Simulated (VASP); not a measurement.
# SnTe2 in VASP: how settings move the PBEsol single point, part 2 of 2

The system is SnTe2 (fluorite), a generated structure that needn't be the ground state.

VASP 6.6.1, plane waves, PAW; reference level PBEsol. The steps go on from the part before.

## Step 5: Try 3

File INCAR:

```
ENCUT = 520.000000
SIGMA = 0.020000
EDIFF = 1.00e-07
GGA = PS
IBRION = -1
ISIF = 2
ISMEAR = -1
NBANDS = 20
NSW = 0
LASPH = .TRUE.
LCHARG = .FALSE.
LWAVE = .FALSE.
LREAL = .FALSE.
PREC = Normal
NELECT = 26.02
NELM = 83
```

File KPOINTS:

```
KPOINTS created by Atomic Simulation Environment
0
Gamma
6 6 6
0 0 0
```

File POSCAR:

```
Sn Te
 1.0000000000000000
    -0.0000000000000000    3.7010376708088639    3.7010376708088639
     3.7010376708088639   -0.0000000000000000    3.7010376708088639
     3.7010376708088639    3.7010376708088639   -0.0000000000000000
 Sn  Te
   1   2
Cartesian
  0.0000000000000000  0.0000000000000000 -0.0000000000000000
  1.8505188354044317  1.8505188354044317  1.8505188354044317
  5.5515565062132950  5.5515565062132950  5.5515565062132950
```

On the command line:

```
$ mpirun -np 1 vasp_std
```

Standard output, without the iteration lines:

```text
POSCAR found type information on POSCAR SnTe
 POSCAR found :  2 types and       3 ions
 -----------------------------------------------------------------------------
|                                                                             |
|                                                                             |
|     You enforced a specific xc type in the INCAR file but a different       |
|     I HOPE YOU KNOW WHAT YOU ARE DOING!                                     |
|                                                                             |
 -----------------------------------------------------------------------------

 LDA part: xc-table for (Slater+PW92), standard interpolation
 POSCAR, INCAR and KPOINTS ok, starting setup
 FFT: planning ... GRIDC
 FFT: planning ... GRID_SOFT
 FFT: planning ... GRID
 WAVECAR not read
 entering main loop
 the old and the new charge density differ
    0.648E+00
```

OSZICAR:

```text
N       E                     dE             d eps       ncg     rms          rms(c)
DAV:   1     0.174730758093E+03    0.17473E+03   -0.11303E+04   652   0.131E+03
DAV:   2     0.819960131419E+01   -0.16653E+03   -0.16185E+03   668   0.335E+02
DAV:   3    -0.100792310702E+02   -0.18279E+02   -0.17848E+02   816   0.101E+02
DAV:   4    -0.107877070956E+02   -0.70848E+00   -0.70658E+00   728   0.202E+01
DAV:   5    -0.108148219383E+02   -0.27115E-01   -0.27113E-01   864   0.422E+00    0.648E+00
DAV:   6    -0.107916513962E+02    0.23171E-01   -0.47326E-02   752   0.216E+00    0.413E+00
DAV:   7    -0.107875537634E+02    0.40976E-02   -0.30044E-02   768   0.147E+00    0.158E-01
DAV:   8    -0.107867342571E+02    0.81951E-03   -0.56836E-03   732   0.786E-01    0.978E-02
DAV:   9    -0.107868343175E+02   -0.10006E-03   -0.30697E-04   688   0.114E-01    0.478E-02
DAV:  10    -0.107868358973E+02   -0.15798E-05   -0.10944E-05   764   0.227E-02    0.181E-02
DAV:  11    -0.107868394328E+02   -0.35354E-05   -0.67275E-06   676   0.122E-02    0.812E-03
DAV:  12    -0.107868394548E+02   -0.21998E-07   -0.26731E-07   620   0.514E-03
   1 F= -.10786839E+02 E0= -.10784385E+02  d E =-.490920E-02
```

Parts of OUTCAR:

```text
k-points           NKPTS =     16   k-points in BZ     NKDIM =     16   number of bands    NBANDS=     20

   NELECT =      26.0200    total number of electrons

   dimension x,y,z NGX =    30 NGY =   30 NGZ =   30
   dimension x,y,z NGXF=    60 NGYF=   60 NGZF=   60

  energy-cutoff  :      520.00
  volume of cell :      101.39
      direct lattice vectors                 reciprocal lattice vectors
     0.000000000  3.701037671  3.701037671    -0.135097247  0.135097247  0.135097247
     3.701037671  0.000000000  3.701037671     0.135097247 -0.135097247  0.135097247
     3.701037671  3.701037671  0.000000000     0.135097247  0.135097247 -0.135097247

 k-points in reciprocal lattice and weights: KPOINTS created by Atomic Simulation Env
   0.00000000  0.00000000  0.00000000       0.005
   0.16666667  0.00000000  0.00000000       0.037
   0.33333333  0.00000000  0.00000000       0.037
   0.50000000  0.00000000  0.00000000       0.019
   0.16666667  0.16666667  0.00000000       0.028
   0.33333333  0.16666667  0.00000000       0.111
   0.50000000  0.16666667  0.00000000       0.111
  -0.33333333  0.16666667  0.00000000       0.111
[... 8 more k-points ...]

 E-fermi :   5.4264

 k-point     1 :       0.0000    0.0000    0.0000
  band No.  band energies     occupation
      1     -15.8125      2.00000
      2     -15.8125      2.00000
      3     -15.8125      2.00000
      4     -15.8007      2.00000
      5     -15.8007      2.00000
      6      -6.9664      2.00000
      7      -4.1184      2.00000
      8       0.9154      2.00000
      9       2.7715      2.00000
     10       2.7715      2.00000
     11       2.7715      2.00000
     12       3.9924      2.00000
     13       3.9924      2.00000
     14       3.9924      2.00000
     15       6.9896      0.00000
     16       6.9896      0.00000
     17       6.9896      0.00000
     18      10.1504      0.00000
     19      10.1504      0.00000
     20      10.8728      0.00000

 k-point     2 :       0.1667    0.0000    0.0000
  band No.  band energies     occupation
      1     -15.8130      2.00000
      2     -15.8121      2.00000
      3     -15.8121      2.00000
      4     -15.8007      2.00000
      5     -15.8007      2.00000
      6      -6.7963      2.00000
      7      -4.2992      2.00000
      8       0.2467      2.00000
      9       2.6027      2.00000
     10       2.6535      2.00000
     11       2.6535      2.00000
     12       3.9358      2.00000
     13       3.9358      2.00000
     14       5.1206      2.00000
     15       7.1500      0.00000
     16       7.1751      0.00000
     17       7.1751      0.00000
     18      10.8507      0.00000
     19      10.8507      0.00000
     20      11.6378      0.00000

[... the tables of k-points 3 to 16 left out ...]

  Total       -0.8991430     -0.8991430     -0.8991430      0.0000000     -0.0000000      0.0000000
  in kB      -14.2081922    -14.2081922    -14.2081922      0.0000000     -0.0000000      0.0000000
  external PRESSURE =     -14.2081922 kB  Pullay stress =       0.0000000 kB

 POSITION                                       TOTAL-FORCE (eV/Angst)
 -----------------------------------------------------------------------------------
      0.00000      0.00000      0.00000        -0.000000     -0.000000     -0.000000
      1.85052      1.85052      1.85052        -0.000000     -0.000000      0.000000
      5.55156      5.55156      5.55156         0.000000      0.000000     -0.000000
 -----------------------------------------------------------------------------------
    total drift:                                0.000000     -0.000000     -0.000000

  FREE ENERGIE OF THE ION-ELECTRON SYSTEM (eV)
  ---------------------------------------------------
  free  energy   TOTEN  =       -10.7868394548 eV

  energy  without entropy=      -10.7819302576  energy(sigma->0) =      -10.78438486
```

It took 8.7 s on 1 MPI rank of Intel Xeon 6975P-C, shared host; peak memory 0.18 GiB.

Changed: PREC = Normal, NELECT = 26.02, NELM = 83. The run ends normally. Its total energy is on another scale than the reference's; the pressure goes from -1.8 to -1.4 GPa. The pressure of a charged cell depends on the background and is no physical response. The cell is charged, with a uniform background to balance it.

## Step 6: Side by side

What follows sums up all 2 parts.

| run | changed | ending | energy change (meV/atom) | pressure (GPa) | gap on the mesh (eV; negative: overlap) | electronic steps | time | usable |
| --- | --- | --- | --- | --- | --- | --- | --- | --- |
| ref. | – | converged | 0 | -1.8 | -2.03 | 12 | 16 s | yes |
| 1 | IMIX = 1, AMIX = 0.4, NELM = 59 | converged | 0.0 | -1.8 | -2.03 | 22 | 24 s | yes |
| 2 | NBANDS = 25 | converged | 0.0 | -1.8 | -2.03 | 12 | 18 s | yes |
| 3 | PREC = Normal, NELECT = 26.02, NELM = 83 | converged | – | -1.4 | – | 12 | 8.7 s | no |

What this shows: Of 3 altered inputs, 1 ended normally on a faulty or unsound input, 2 gave usable results.
